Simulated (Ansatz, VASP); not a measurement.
**GaN in VASP and in Ansatz**

File INCAR:

```
SYSTEM = GaN
  PREC = Accurate
  ENCUT = 520
  EDIFF = 1E-7
  ISMEAR = -1
  SIGMA = 0.05
  LREAL = .FALSE.
  LASPH = .TRUE.
  NELM = 60
  ALGO = Normal
  ISIF = 2
  LWAVE = .FALSE.
  LCHARG = .FALSE.
  GGA = PE
  NBANDS = 16
```

The input KPOINTS:

```
regular mesh
0
G
  11 11 11
  0 0 0
```

File POSCAR:

```
GaN
1.0
    0.0000000000      2.1209041320      2.1209041320
    2.1209041320      0.0000000000      2.1209041320
    2.1209041320      2.1209041320      0.0000000000
Ga N
1 1
Direct
    0.0000000000      0.0000000000      0.0000000000
    0.5000000000      0.5000000000      0.5000000000
```

Contents of input.yaml:

```yaml
crystal:
  lattice:
    - [0.0, 2.120904132, 2.120904132]
    - [2.120904132, 0.0, 2.120904132]
    - [2.120904132, 2.120904132, 0.0]
  atoms:
    - { symbol: Ga, position: [0.0, 0.0, 0.0] }
    - { symbol: "N", position: [0.5, 0.5, 0.5] }
hamiltonian:
  xc: pbe
  pseudopotentials: { kind: paw }
kpoints:
  mp_grid: { grid: [11, 11, 11] }
scf:
  occupations: { method: fermi_dirac, width: 0.05 }
output:
  forces: true
  stress: true
  eigenvalues: true
```

Change from the starting cell: volume scaled by 0.98.

Alike in both runs: task single point; functional PBE; k mesh 11 × 11 × 11; occupations fermi-dirac, width 0.05 eV; no spin polarisation.

|  | VASP | Ansatz |
| --- | --- | --- |
| version | VASP 6.6.1 | Ansatz 0.2.0 |
| potentials or method | VASP PAW PBE potentials, release 64 (Ga_d, N) | Ansatz PAW |
| plane-wave cutoff (eV) | 520 | 420 |
| valence electrons in the cell | 18 | 18 |

```tsv
	VASP	Ansatz	Ansatz less VASP
gap on the k mesh at the Fermi level (eV)	0.67	0.68	+0.010
least direct gap on the mesh (eV)	2.61	2.61	-0.003
pressure (GPa)	4.9	4.1	-0.80
```

Caveats: an odd mesh through Γ misses points on the zone boundary, where band edges often lie (VASP); odd divisions of the mesh miss points on the zone boundary, where band edges often lie, so the gap on the mesh can be too wide (Ansatz); the pressure holds a Pulay correction of +0.6 GPa for the finite cutoff (Ansatz).
